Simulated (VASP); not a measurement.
Input of a VASP 6.6.1 run:

File INCAR:

```
PREC = Accurate
ENCUT = 520
EDIFF = 1E-6
ISMEAR = 0
SIGMA = 0.1
LREAL = F
LASPH = T
NELM = 80
ALGO = Fast
ISIF = 2
LWAVE = F
LCHARG = F
LDIPOL = T
IDIPOL = 3
DIPOL = 0.5 0.5 0.500
GGA = PE
NBANDS = 30
```

The input KPOINTS:

```
regular mesh
0
Gamma
  10 6 1
```

The input POSCAR:

```
Y
1.0
    3.6571046507      0.0000000000      0.0000000000
    0.0000000000      5.6740659793      0.0000000000
    0.0000000000      0.0000000000     19.2228607091
Y
4
Direct
    0.0000000000      0.7500000000      0.3901604508
    0.5000000000      0.2500000000      0.4450802254
    0.5000000000      0.7500000000      0.5549197746
    0.0000000000      0.2500000000      0.6098395492
```

Potentials or basis: VASP PAW PBE potentials, release 64 (Y_sv).

Command:

```console
$ cat potpaw_PBE.64/Y_sv/POTCAR > POTCAR
$ mpirun -np 1 vasp_std > vasp.out
```

(1) What does it give for the largest force?

(2) Predict the band gap on the k mesh.

Answers

(1) 0.651 eV/Å.

(2) none (metal or under the smearing width).
